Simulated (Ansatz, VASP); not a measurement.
**One calculation of Pd, two programs**

INCAR

```
SYSTEM = Pd
PREC = Accurate ; ENCUT = 520
EDIFF = 1E-6 ; ISMEAR = 0
SIGMA = 0.1 ; LREAL = .FALSE.
LASPH = .TRUE. ; NELM = 100
ALGO = Normal ; ISIF = 2
LWAVE = .FALSE. ; LCHARG = .TRUE.
GGA = PS ; LELF = .TRUE.
LVHAR = .TRUE. ; NBANDS = 11
```

KPOINTS

```
regular mesh
0
G
  18 18 18
  0 0 0
```

The input POSCAR:

```
Pd
1.0
    0.0000000000      1.9176130530      1.9176130530
    1.8398170530      0.0777960000      1.8398170530
    1.9176130530      1.9176130530      0.0000000000
Pd
1
Direct
    0.0000000000      0.0000000000      0.0000000000
```

Input for Ansatz:

```yaml
crystal:
  lattice:
    - [0.0, 1.917613053, 1.917613053]
    - [1.839817053, 0.077796, 1.839817053]
    - [1.917613053, 1.917613053, 0.0]
  atoms:
    - { symbol: Pd, position: [0.0, 0.0, 0.0] }
basis:
  ecutwfc: 420
kpoints:
  mp_grid: { grid: [18, 18, 18] }
hamiltonian:
  xc: pbesol
scf:
  occupations: { method: gaussian, width: 0.1 }
output:
  forces: true
  stress: true
  eigenvalues: true
```

Alike in both runs: task single point; functional PBEsol; k mesh 18 × 18 × 18; occupations gaussian, width 0.1 eV; no spin polarisation.

|  | VASP | Ansatz |
| --- | --- | --- |
| version | VASP 6.6.1 | Ansatz 0.2.0 |
| potentials or method | VASP PAW PBE potentials, release 64 (Pd) | scalar-relativistic, plane waves, PAW |
| plane-wave cutoff (eV) | 520 | 420 |
| valence electrons in the cell | 10 | 18 |

VASP gave:

| Quantity | Value |
| --- | --- |
| gap on the k mesh at the Fermi level (eV) | none |
| pressure (GPa) | 25.3 |
| largest component of the traceless stress (GPa) | 4.92 |

Q: Which values does Ansatz return?

A: gap on the k mesh at the Fermi level (eV): none; pressure (GPa): 25.8; largest component of the traceless stress (GPa): 4.98.

A gap of «none» marks a metal or a gap that the smearing closes. The two sets of potentials don't hold the same shells in valence.

Caveats: so large a pressure means that the cell lies far from this level's equilibrium, or that cutoff or potentials fall short (VASP); the potentials were made for another functional, which shifts forces and pressure (VASP).
